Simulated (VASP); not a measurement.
The system is SnSe2.

```
Sn Se
1.0
     3.81100    0.00000    0.00000
    -1.90550    3.30042    0.00000
     0.00000    0.00000    6.13600
Sn Se
1 2
Cartesian
  0.0000 0.0000 0.0000
  1.9055 1.1001 4.6081
  0.0000 2.2003 1.5279
```

| Item | Value |
| --- | --- |
| Program | VASP 6.6.1 |
| Task | single point |
| Functional | PBE |
| Potentials or basis | VASP PAW PBE potentials, release 64 (Sn_d, Se) |
| Cutoff | 520 eV |
| k mesh | 8 × 8 × 5 |
| Occupations | fermi-dirac, width 0.05 eV |
| Spin | no spin polarisation |

On this cell: pressure 5.6 GPa; largest force 0.804 eV/Å; band gap on the k mesh 0.81 eV, indirect (least direct gap 1.09 eV).

The same run follows on a disturbed copy (atoms moved at random, drawn with an rms of 0.05 Å):

```xyz
3
Lattice="3.8110 0.0000 0.0000 -1.9055 3.3004 0.0000 0.0000 0.0000 6.1360" Properties=species:S:1:pos:R:3 pbc="T T T"
Sn   -0.0040   -0.0133   -0.0115
Se    1.8972    1.1299    4.5987
Se   -0.0040    2.2062    1.5534
```

What changes?

The energy moves by -5.8 meV/atom; pressure 5.0 GPa; largest force 0.806 eV/Å; band gap on the k mesh 0.74 eV, indirect (least direct gap 1.09 eV).

Forces in eV/Å, atoms in the order of the input:
```
Sn  -0.013  0.213  0.327
Se   0.017 -0.176 -0.786
Se  -0.004 -0.037  0.459
```

Stress tensor (GPa, compression positive):
```
 4.51  0.01 -0.05
 0.01  4.75  0.38
-0.05  0.38  5.62
```

Caveats: spin-orbit coupling is left out, which moves the levels of the heavy elements; an odd mesh through Γ misses points on the zone boundary, where band edges often lie; this functional lacks dispersion, which binds the layers, so the pressure and a relaxed spacing across them are unreliable (some runs).
